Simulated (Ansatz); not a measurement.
Input and command of a calculation in Ansatz (plane waves; scalar-relativistic PAW potentials unless the input names others):

```yaml
crystal:
  lattice:
    - [3.9621891203, 0.0, 0.0]
    - [0.0, 5.6033815906, 0.0]
    - [0.0, 0.0, 24.9054728007]
  atoms:
    - { symbol: Ga, position: [0.5, 0.5, 0.3011386317] }
    - { symbol: As, position: [0.0, 0.25, 0.3011386317] }
    - { symbol: Ga, position: [0.0, 0.0, 0.380683179] }
    - { symbol: As, position: [0.5, 0.75, 0.380683179] }
    - { symbol: Ga, position: [0.5, 0.5, 0.4602277263] }
    - { symbol: As, position: [0.0, 0.25, 0.4602277263] }
    - { symbol: Ga, position: [0.0, 0.0, 0.5397722737] }
    - { symbol: As, position: [0.5, 0.75, 0.5397722737] }
    - { symbol: Ga, position: [0.5, 0.5, 0.619316821] }
    - { symbol: As, position: [0.0, 0.25, 0.619316821] }
    - { symbol: Ga, position: [0.0, 0.0, 0.6988613683] }
    - { symbol: As, position: [0.5, 0.75, 0.6988613683] }
basis:
  ecutwfc: 420
kpoints:
  mp_grid: { grid: [9, 6, 1] }
hamiltonian:
  xc: lda
scf:
  occupations: { method: gaussian, width: 0.05 }
  mixing: { algorithm: msr1, beta: 0.1, ndim: 16 }
output:
  forces: true
  eigenvalues: true
  stress: true
efield:
  axis: 3
  dipole_correction: true
  ramp_width: 0.04
```

```bash
ansatz run input.yaml --threads 4 --pin off --max-ram 8192MiB --backend cpu --events-out ev --progress --plain --runs-dir out
```

Abridged log:
```
Basis set: ecut = 420 eV, 10813 PW (Γ)
Bands: 101, of which v1, the nominal top of the filled ones, is band 84 counted from 1 (83 counted from 0)
Symmetry: 2 space group operations
k-points: 20 of 54 (time reversal used)
SCF iter   1: F=—  HF=-50884.208142 eV  |F-HF|=—  |Δ(HF+E_count)|=         —  Δρ=3.57e-3  dr2=5.33e-2  ethr=1.77e-3  p=0.000 e·Å  D=4.27e-14 V/Å  ΔV_dip= 0.00 eV  dr2_dipole=1.07e-7  V_vac-E_F(+/−)=4.84/4.84 eV  ⟨swp⟩=5.9  Hψ=7204  notcnv=0  defer=92
efield: sawtooth ramp at fractional position 0.9800 (placed from the atoms, in the widest stretch of the axis that holds none; the zero of the levels goes with the place), width 0.0400; the density the first Hamiltonian is built on has a dipole p = 0.000 e·Å; the dipole correction subtracts the counter field D = 4.27e-14 V/Å, which shifts the + side's vacuum level by  0.00 eV against the − side's; the planar-averaged density in the ramp window peaks in size at 2.5e-6 e/Å³
SCF iter   2: F=—  HF=-50884.195654 eV  |F-HF|=—  |Δ(HF+E_count)|=   1.25e-2  Δρ=3.39e-3  dr2=4.15e-2  ethr=3.17e-5  p=0.000 e·Å  D=1.28e-5 V/Å  ΔV_dip= 0.00 eV  dr2_dipole=1.54e-7  V_vac-E_F(+/−)=4.83/4.83 eV  ⟨swp⟩=2.5  Hψ=3380  notcnv=0  defer=148
SCF iter   3: F=—  HF=-50884.204056 eV  |F-HF|=—  |Δ(HF+E_count)|=   8.40e-3  Δρ=2.14e-3  dr2=1.87e-2  ethr=2.47e-5  p=-0.002 e·Å  D=-7.40e-4 V/Å  ΔV_dip=0.02 eV  dr2_dipole=5.38e-4  V_vac-E_F(+/−)=4.76/4.74 eV  ⟨swp⟩=2.0  Hψ=3614  notcnv=0  defer=148
SCF iter   4: F=—  HF=-50884.191578 eV  |F-HF|=—  |Δ(HF+E_count)|=   1.25e-2  Δρ=1.16e-3  dr2=6.29e-3  ethr=1.11e-5  p=0.004 e·Å  D=1.24e-3 V/Å  ΔV_dip=-0.03 eV  dr2_dipole=1.45e-3  V_vac-E_F(+/−)=4.74/4.77 eV  ⟨swp⟩=2.0  Hψ=2885  notcnv=0  defer=148
SCF iter   5: F=—  HF=-50884.191035 eV  |F-HF|=—  |Δ(HF+E_count)|=   5.43e-4  Δρ=8.27e-4  dr2=3.30e-2  ethr=3.75e-6  p=-0.016 e·Å  D=-5.07e-3 V/Å  ΔV_dip=0.13 eV  dr2_dipole=2.45e-2  V_vac-E_F(+/−)=4.81/4.68 eV  ⟨swp⟩=2.0  Hψ=2951  notcnv=0  defer=148  recentre
SCF iter   6: F=—  HF=-50884.187785 eV  |F-HF|=—  |Δ(HF+E_count)|=   3.25e-3  Δρ=2.74e-4  dr2=6.79e-4  ethr=3.75e-6  p=0.001 e·Å  D=3.67e-4 V/Å  ΔV_dip=-0.01 eV  dr2_dipole=1.25e-4  V_vac-E_F(+/−)=4.75/4.75 eV  ⟨swp⟩=2.0  Hψ=2887  notcnv=0  defer=148
SCF iter   7: F=—  HF=-50884.187741 eV  |F-HF|=—  |Δ(HF+E_count)|=   4.41e-5  Δρ=1.90e-4  dr2=2.80e-4  ethr=4.04e-7  p= 0.000 e·Å  D=-2.37e-5 V/Å  ΔV_dip=0.00 eV  dr2_dipole=6.20e-7  V_vac-E_F(+/−)=4.76/4.76 eV  ⟨swp⟩=2.0  Hψ=2035  notcnv=0  defer=148
SCF iter   8: F=—  HF=-50884.187699 eV  |F-HF|=—  |Δ(HF+E_count)|=   4.20e-5  Δρ=9.64e-5  dr2=2.67e-5  ethr=1.67e-7  p=0.000 e·Å  D=8.97e-7 V/Å  ΔV_dip= 0.00 eV  dr2_dipole=4.56e-10  V_vac-E_F(+/−)=4.76/4.76 eV  ⟨swp⟩=2.0  Hψ=2010  notcnv=0  defer=148
SCF iter   9: F=—  HF=-50884.187711 eV  |F-HF|=—  |Δ(HF+E_count)|=   1.23e-5  Δρ=1.92e-5  dr2=9.55e-7  ethr=1.59e-8  p= 0.000 e·Å  D=-1.75e-6 V/Å  ΔV_dip=0.00 eV  dr2_dipole=1.59e-9  V_vac-E_F(+/−)=4.76/4.76 eV  ⟨swp⟩=2.2  Hψ=3395  notcnv=0  defer=213
SCF iter  10: F=-50884.187711 eV  HF=-50884.187711 eV  |F-HF|=1.03e-7  |Δ(HF+E_count)|=   5.02e-7  Δρ=4.88e-6  dr2=7.48e-8  ethr=5.95e-11  p=0.000 e·Å  D=1.61e-6 V/Å  ΔV_dip= 0.00 eV  dr2_dipole=1.58e-9  V_vac-E_F(+/−)=4.76/4.76 eV  ⟨swp⟩=12.8  Hψ=11437  notcnv=0
SCF 1 converged in 10 iterations: F = -50884.187711 eV  dr2 = 7.48e-8
SCF converged after 10 iterations
Free energy (F): -50884.187711 eV
Harris-Foulkes:  -50884.187711 eV  (|F-HF|=1.03e-7)
Internal energy: -50884.187711 eV  (E = F + TS)
E sigma→0 (E₀):  -50884.187711 eV
Fermi energy:    1.501817 eV
Dipole field:    D = -0.000031 V/Å  (p = -0.000093 e·Å, saw-weighted, corrected)
Work function:   Φ+ = 4.7571 eV   Φ− = 4.7564 eV
Levels:          The Fermi level and band energies are counted from a zero that moves with the ramp; work functions are not
--- Forces (eV/Å), atoms counted from 1 ---
  atom   1  Ga     0.00000000    -0.97681648     1.28037370
  atom   2  As     0.00000000     0.16939897    -1.22588778
  atom   3  Ga     0.00000000     0.25842599     0.18381567
  atom   4  As     0.00000000     0.61780111    -0.51696851
  atom   5  Ga     0.00000000    -0.18359150     0.13546910
  atom   6  As     0.00000000     0.11475405     0.13864170
  atom   7  Ga     0.00000000    -0.18359594    -0.13547776
  atom   8  As     0.00000000     0.11475133    -0.13863517
  atom   9  Ga     0.00000000     0.25842470    -0.18382020
  atom  10  As     0.00000000     0.61779779     0.51698407
  atom  11  Ga     0.00000000    -0.97680176    -1.28036954
  atom  12  As     0.00000000     0.16939899     1.22588281
--- Stress (GPa, compression-positive) ---
       -0.656269       0.000000       0.000000
        0.000000      -0.627247       0.000007
        0.000000       0.000007       0.260720
  P = ⅓ Tr σ = -0.3409 GPa (-3.409 kbar)
```

Apart from outputs and empty bands, the input differs from a reference run on usual settings in scf.mixing.algorithm: not typed → "msr1"; scf.mixing.beta: not typed → 0.1; scf.mixing.ndim: not typed → 16. The reference, at the same geometry (not necessarily relaxed), gave pressure -0.34 GPa (averaged over a cell that holds vacuum), largest force 1.610 eV/Å, gap on the mesh 0.40 eV. This run converged in 10 SCF iterations (reference: 9) with an energy at zero smearing within 0.01 meV/atom of the reference's, pressure -0.34 GPa (averaged over a cell that holds vacuum), largest force 1.610 eV/Å, gap on the mesh 0.40 eV.

Time: 58 s on 4 threads of Arm Neoverse V1, with other jobs on the host, peak memory 1.8 GiB.